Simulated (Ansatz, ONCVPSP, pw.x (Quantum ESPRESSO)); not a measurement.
boron (B): one change to the ONCV potential, in the atom and in the sc crystal

| Item | Value |
| --- | --- |
| Element | boron (B) |
| Generator | ONCVPSP 4.0.1.1 (patched build) |
| Type | optimised norm-conserving Vanderbilt (ONCV) |
| Functional | PBE |
| Relativity | scalar-relativistic |
| Frozen core | [He] |
| Valence charge | 3 |
| Reference configuration | 2s1.5 2p1.5 |
| Partial waves | 2s: rc 1.30 bohr, ncon 4, nbas 7, qcut 5.5 1/bohr, 1 projector; 2p: rc 2.70 bohr, ncon 3, nbas 7, qcut 6.2 1/bohr, 1 projector; d scattering state at 0.22 Ha: rc 2.35 bohr, ncon 3, nbas 7, qcut 4.3 1/bohr, 2 projectors, debl 1.6 Ha |
| Local potential | polynomial inside 1.05 bohr (lpopt 1, dvloc0 0 Ha) |
| Core correction | Teter function, fcfact 5.25, rcfact 1.15 |

Change: p: rc 2.36.

Cutoffs, loose and tight: the cutoffs (Ha) at which the residual kinetic energy of the hardest occupied pseudo-wave falls to 1 and 0.1 mHa per electron. They do not see the model core or the augmentation charge, which bear on the density cutoff. Test errors are all-electron minus pseudo excitation energies from the reference, over the configurations 2s2 2p1; 2s2 2p0; 2s1 2p0; 2s1 2p1; variants that change the core or the reference have their own tests.

Crystal test: sc B in pw.x 7.5, no spin, 17³ k-points, Fermi–Dirac smearing 0.01 Ry, cutoffs set for each file from its atomic test. The reference is all-electron LAPW (Ansatz 0.2.0) with the same functional, mesh and smearing; V0 and B0 come from Birch–Murnaghan fits to the pressures at five volumes. Errors are pseudo minus all-electron; Δ is the rms difference of the E(V) curves that follow from these fits, minima aligned, over ±6 % about the mean V0. Mesh and smearing are coarse, so the numbers serve the comparison and aren't converged zero-temperature values; the lattice is a test structure that the element need not adopt.

All-electron: a0 = 1.886 Å (V0 = 6.71 Å³/atom), B0 = 233.9 GPa.

Task: Does the change bring the crystal closer to the all-electron result?

Result: The mean pressure error goes from -5.30 to -3.77 GPa, so the change moves the solid closer to the all-electron pressures.

```json
{"quantity": "outcome (atom)", "base": "generated", "changed": "generated"}
{"quantity": "cutoff, loose (atom)", "base": "12 Ha", "changed": "12 Ha"}
{"quantity": "cutoff, tight (atom)", "base": "18 Ha", "changed": "18 Ha"}
{"quantity": "bound ghosts (atom)", "base": "none", "changed": "none"}
{"quantity": "largest test error (meV) (atom)", "base": "+244", "changed": "+205"}
{"quantity": "cutoffs in pw.x (Ry)", "base": "50/200", "changed": "50/200"}
{"quantity": "a0 (Å)", "base": "1.871", "changed": "1.875"}
{"quantity": "a0 error (%)", "base": "-0.81", "changed": "-0.56"}
{"quantity": "B0 error (%)", "base": "-3.8", "changed": "-2.3"}
{"quantity": "Δ (meV/atom)", "base": "8.2", "changed": "5.7"}
{"quantity": "mean pressure error (GPa)", "base": "-5.30", "changed": "-3.77"}
```

Base: The largest radius (2.70 bohr) exceeds half the bond length (1.78 bohr), so the spheres overlap, which is one possible source of error among others. This is a poor potential for the solid. Changed file: The largest radius (2.36 bohr) exceeds half the bond length (1.78 bohr), so the spheres overlap, which is one possible source of error among others. This is a poor potential for the solid.
